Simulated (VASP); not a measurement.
The system is BaZrO3.

```
Ba Zr O
1.0
     4.21239    0.00000    0.00000
     0.00000    4.21239    0.00000
     0.00000    0.00000    4.21239
Ba Zr O
1 1 3
Direct
  0.00000 0.00000 0.00000
  0.50000 0.50000 0.50000
  0.50000 0.50000 0.00000
  0.50000 0.00000 0.50000
  0.00000 0.50000 0.50000
```

The cell was built by a generator and isn't the measured one.

| Property | Result |
| --- | --- |
| Program | VASP 6.6.1 |
| Task | relaxation of cell and atoms |
| Functional | PBEsol |
| Potentials or basis | VASP PAW PBE potentials, release 64 (Ba_sv, Zr_sv, O) |
| Cutoff | 600 eV |
| k mesh | 6 × 6 × 6 |
| Occupations | gaussian, width 0.02 eV |
| Spin | no spin polarisation |

At the start: pressure -2.6 GPa; volume 14.95 Å³/atom.

Q: How do energy, volume and symmetry change on relaxing?

A: Over 3 steps the energy falls by 2.0 meV/atom and the volume is 14.71 Å³/atom (-1.6 %); space group Pm-3m (No. 221, to 0.05 Å).

Step by step:
| step | energy change (eV) | largest force (eV/Å) | pressure (GPa) | volume (Å³) |
| --- | --- | --- | --- | --- |
| 1 | 0.0000 | 0.0000 | -2.59 | 74.75 |
| 2 | 0.0032 | 0.0000 | 3.18 | 72.16 |
| 3 | -0.0100 | 0.0000 | -0.01 | 73.53 |

Final structure:
```cif
data_structure
_symmetry_space_group_name_H-M 'P 1'
_symmetry_Int_Tables_number 1
_cell_length_a 4.1893
_cell_length_b 4.1893
_cell_length_c 4.1893
_cell_angle_alpha 90.000
_cell_angle_beta 90.000
_cell_angle_gamma 90.000
_cell_volume 73.53
loop_
_atom_site_label
_atom_site_type_symbol
_atom_site_fract_x
_atom_site_fract_y
_atom_site_fract_z
_atom_site_occupancy
Ba1 Ba 0.00000 0.00000 0.00000 1
Zr1 Zr 0.50000 0.50000 0.50000 1
O1 O 0.50000 0.50000 0.00000 1
O2 O 0.50000 0.00000 0.50000 1
O3 O 0.00000 0.50000 0.50000 1
```

Caveat: the PAW data sets were made with another functional, which shifts forces and pressure a little.
